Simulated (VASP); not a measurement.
# CdTe in VASP: one cell, several levels of theory, part 2 of 2

VASP 6.6.1, plane waves, PAW. The steps go on from the part before.

**3. Single point with r2SCAN**

INCAR reads:

```
ENCUT = 520.000000
SIGMA = 0.010000
EDIFF = 1.00e-07
ALGO = Normal
METAGGA = R2SCAN
PREC = Accurate
IBRION = -1
ISIF = 2
ISMEAR = 0
NBANDS = 16
NELM = 120
NSW = 0
LASPH = .TRUE.
LCHARG = .FALSE.
LWAVE = .FALSE.
LREAL = .FALSE.
```

KPOINTS reads:

```
KPOINTS created by Atomic Simulation Environment
0
Gamma
6 6 6
0 0 0
```

KPOINTS_OPT reads:

```
special points
6
Reciprocal
0.0000000000 0.0000000000 0.0000000000 1
-0.5000000000 -0.5000000000 0.0000000000 1
-0.3750000000 -0.3750000000 0.2500000000 1
-0.3750000000 0.0000000000 0.3750000000 1
0.0000000000 0.0000000000 0.5000000000 1
-0.5000000000 -0.2500000000 0.2500000000 1
```

POSCAR reads:

```
Cd Te
 1.0000000000000000
    -0.0000000000000000    3.2799551161722134    3.2799551161722134
     3.2799551161722134    0.0000000000000000    3.2799551161722134
     3.2799551161722134    3.2799551161722134    0.0000000000000000
 Cd  Te
   1   1
Cartesian
  0.0000000000000000  0.0000000000000000 -0.0000000000000000
  1.6399775580861065  1.6399775580861065  1.6399775580861065
```

On the command line:

```
$ mpirun -np 1 vasp_std
```

Standard output, without the iteration lines:

```text
POSCAR found type information on POSCAR CdTe
 POSCAR found :  2 types and       2 ions
 -----------------------------------------------------------------------------
|                                                                             |
|                                                                             |
|     You enforced a specific xc type in the INCAR file but a different       |
|     I HOPE YOU KNOW WHAT YOU ARE DOING!                                     |
|                                                                             |
 -----------------------------------------------------------------------------

 LDA part: xc-table for (None), standard interpolation
 POSCAR, INCAR and KPOINTS ok, starting setup
 FFT: planning ... GRIDC
 FFT: planning ... GRID_SOFT
 FFT: planning ... GRID
 WAVECAR not read
 entering main loop
 Start KPOINTS_OPT (optional k-point list driver)
k-point batch [1-6\6]
```

OSZICAR:

```text
N       E                     dE             d eps       ncg     rms          rms(c)
DAV:   1     0.524182240867E+02    0.52418E+02   -0.84892E+03   528   0.993E+02
DAV:   2    -0.477766180196E+02   -0.10019E+03   -0.95303E+02   592   0.237E+02
DAV:   3    -0.511953858688E+02   -0.34188E+01   -0.34142E+01   632   0.459E+01
DAV:   4    -0.512207824668E+02   -0.25397E-01   -0.25396E-01   752   0.358E+00
DAV:   5    -0.512209024406E+02   -0.11997E-03   -0.11997E-03   664   0.190E-01    0.510E+00
DAV:   6    -0.466569418325E+02    0.45640E+01   -0.28870E+00   528   0.209E+01    0.660E+00
DAV:   7    -0.466269571335E+02    0.29985E-01   -0.11366E-01   624   0.356E+00    0.438E+00
DAV:   8    -0.466380919437E+02   -0.11135E-01   -0.81025E-02   592   0.293E+00    0.899E-01
DAV:   9    -0.466416327651E+02   -0.35408E-02   -0.70030E-03   672   0.645E-01    0.348E-01
DAV:  10    -0.466413891050E+02    0.24366E-03   -0.19885E-03   584   0.474E-01    0.626E-02
DAV:  11    -0.466413844970E+02    0.46080E-05   -0.10259E-04   696   0.132E-01    0.431E-02
DAV:  12    -0.466413990542E+02   -0.14557E-04   -0.61811E-05   592   0.970E-02    0.246E-02
DAV:  13    -0.466413940614E+02    0.49928E-05   -0.14956E-05   624   0.486E-02    0.758E-03
DAV:  14    -0.466413942981E+02   -0.23668E-06   -0.35861E-07   624   0.493E-03    0.562E-03
DAV:  15    -0.466413940151E+02    0.28297E-06   -0.12133E-07   440   0.459E-03    0.287E-03
DAV:  16    -0.466413940863E+02   -0.71213E-07   -0.68696E-08   392   0.285E-03
   1 F= -.46641394E+02 E0= -.46641394E+02  d E =-.396988E-35
       N       E                     dE             ncg
DAV:   1     0.485814493966E+03   -0.25509E+04      192
DAV:   2    -0.179107740315E+03   -0.66492E+03      248
DAV:   3    -0.203775436979E+03   -0.24668E+02      224
DAV:   4    -0.203966244043E+03   -0.19081E+00      328
DAV:   5    -0.203966574985E+03   -0.33094E-03      232
DAV:   6    -0.203966582021E+03   -0.70359E-05      288
DAV:   7    -0.203966582275E+03   -0.25353E-06      216
DAV:   8    -0.203966582285E+03   -0.10850E-07      240
```

OUTCAR, selected sections:

```text
k-points           NKPTS =     16   k-points in BZ     NKDIM =     16   number of bands    NBANDS=     16

   NELECT =      18.0000    total number of electrons

   dimension x,y,z NGX =    36 NGY =   36 NGZ =   36
   dimension x,y,z NGXF=    72 NGYF=   72 NGZF=   72

  energy-cutoff  :      520.00
  volume of cell :       70.57
      direct lattice vectors                 reciprocal lattice vectors
     0.000000000  3.279955116  3.279955116    -0.152441110  0.152441110  0.152441110
     3.279955116  0.000000000  3.279955116     0.152441110 -0.152441110  0.152441110
     3.279955116  3.279955116  0.000000000     0.152441110  0.152441110 -0.152441110

 k-points in reciprocal lattice and weights: KPOINTS created by Atomic Simulation Env
   0.00000000  0.00000000  0.00000000       0.005
   0.16666667  0.00000000  0.00000000       0.037
   0.33333333  0.00000000  0.00000000       0.037
   0.50000000  0.00000000  0.00000000       0.019
   0.16666667  0.16666667  0.00000000       0.028
   0.33333333  0.16666667  0.00000000       0.111
   0.50000000  0.16666667  0.00000000       0.111
  -0.33333333  0.16666667  0.00000000       0.111
[... 8 more k-points ...]

 E-fermi :   1.8624

 k-point     1 :       0.0000    0.0000    0.0000
  band No.  band energies     occupation
      1      -9.5399      2.00000
      2      -6.6692      2.00000
      3      -6.6692      2.00000
      4      -6.6692      2.00000
      5      -6.4127      2.00000
      6      -6.4127      2.00000
      7       1.7776      2.00000
      8       1.7776      2.00000
      9       1.7776      2.00000
     10       2.9307      0.00000
     11       6.8310      0.00000
     12       6.8310      0.00000
     13       6.8310      0.00000
     14       9.6406      0.00000
     15      11.5436      0.00000
     16      11.5436      0.00000

 k-point     2 :       0.1667    0.0000    0.0000
  band No.  band energies     occupation
      1      -9.4451      2.00000
      2      -6.6513      2.00000
      3      -6.6513      2.00000
      4      -6.5822      2.00000
      5      -6.4136      2.00000
      6      -6.4136      2.00000
      7       0.1436      2.00000
      8       1.5637      2.00000
      9       1.5637      2.00000
     10       3.9682      0.00000
     11       6.8871      0.00000
     12       7.1609      0.00000
     13       7.1609      0.00000
     14      10.6564      0.00000
     15      10.6764      0.00000
     16      10.6764      0.00000

 k-point     3 :       0.3333    0.0000    0.0000
  band No.  band energies     occupation
      1      -9.2569      2.00000
      2      -6.6201      2.00000
      3      -6.6201      2.00000
      4      -6.4098      2.00000
      5      -6.4098      2.00000
      6      -6.3032      2.00000
      7      -1.6863      2.00000
      8       1.1998      2.00000
      9       1.1998      2.00000
     10       4.0768      0.00000
     11       7.4243      0.00000
     12       7.4243      0.00000
     13       8.3648      0.00000
     14      10.2754      0.00000
     15      11.1055      0.00000
     16      11.1055      0.00000

 k-point     4 :       0.5000    0.0000    0.0000
  band No.  band energies     occupation
      1      -9.1653      2.00000
      2      -6.6075      2.00000
      3      -6.6075      2.00000
      4      -6.4044      2.00000
      5      -6.4044      2.00000
      6      -6.0669      2.00000
      7      -2.5105      2.00000
      8       1.0401      2.00000
      9       1.0401      2.00000
     10       3.9680      0.00000
     11       7.3767      0.00000
     12       7.3767      0.00000
     13       9.1555      0.00000
     14      10.8652      0.00000
     15      12.5764      0.00000
     16      12.5764      0.00000

 k-point     5 :       0.1667    0.1667    0.0000
  band No.  band energies     occupation
      1      -9.4139      2.00000
      2      -6.6332      2.00000
      3      -6.6332      2.00000
      4      -6.5805      2.00000
      5      -6.4194      2.00000
      6      -6.4054      2.00000
      7       0.1445      2.00000
      8       1.2080      2.00000
      9       1.2080      2.00000
     10       4.5542      0.00000
     11       5.9129      0.00000
     12       7.7623      0.00000
     13       7.7623      0.00000
     14       9.3683      0.00000
     15      11.4047      0.00000
     16      11.7948      0.00000

[... the tables of k-points 6 to 16 left out ...]

  Total        0.0307862      0.0307862      0.0307862     -0.0000000      0.0000000     -0.0000000
  in kB        0.6989283      0.6989283      0.6989283     -0.0000000      0.0000000     -0.0000000
  external PRESSURE =       0.6989283 kB  Pullay stress =       0.0000000 kB

 POSITION                                       TOTAL-FORCE (eV/Angst)
 -----------------------------------------------------------------------------------
      0.00000      0.00000      0.00000         0.000000      0.000000      0.000000
      1.63998      1.63998      1.63998        -0.000000     -0.000000     -0.000000
 -----------------------------------------------------------------------------------
    total drift:                               -0.000001     -0.000001     -0.000001

  FREE ENERGIE OF THE ION-ELECTRON SYSTEM (eV)
  ---------------------------------------------------
  free  energy   TOTEN  =       -46.6413940863 eV

  energy  without entropy=      -46.6413940863  energy(sigma->0) =      -46.64139409
```

Hardware: 1 MPI rank of Intel Xeon Platinum 8488C, shared host.

The levels at the points of KPOINTS_OPT are read from vasprun.xml.

Near the gap, in eV above the top of the last filled band v; c is the band after it:

```tsv
point	v−1	v	c	c+1
Γ	0.00	0.00	1.15	5.05
X	-1.79	-1.79	2.95	2.99
U	-2.46	-1.48	3.24	4.82
K	-2.46	-1.48	3.24	4.82
L	-0.74	-0.74	2.19	5.60
W	-2.24	-2.09	4.54	4.95
```

Gap with r2SCAN: 1.15 eV, direct (Γ). Pressure: 0.07 GPa; the forces vanish within 0.01 eV/Å.

**4. Summary**

What follows sums up all 2 parts.

```
 level  gap (eV)  pressure (GPa)  Ansatz: gap (eV)  Ansatz: pressure (GPa)
   PBE      0.66            1.12              0.66                    1.01
r2SCAN      1.15            0.07              1.16                   -0.03
```

What this shows: The gap spans 0.66 eV (PBE) to 1.15 eV (r2SCAN). Spin-orbit coupling is left out, though the cell holds Te (Z = 52); in an element this heavy it can shift bands and gaps by tenths of an eV. A measured gap is 1.607 eV (0 K; a printed reference work, data compilation). The misses are: PBE -0.95, r2SCAN -0.45 eV; r2SCAN comes nearest. Levels not so marked lack spin-orbit coupling, so their miss is not the functional's alone. The calculation is for fixed nuclei; the measurement holds lattice motion too. The pressure is highest with PBE (1.1 GPa) and lowest with r2SCAN (0.1 GPa), which orders the cells that they would relax to. The two programs agree on the gap within 0.02 eV, far less than the spread between functionals. The two codes have different PAW datasets and cutoffs. VASP's cell holds 18 valence electrons and Ansatz's 36.
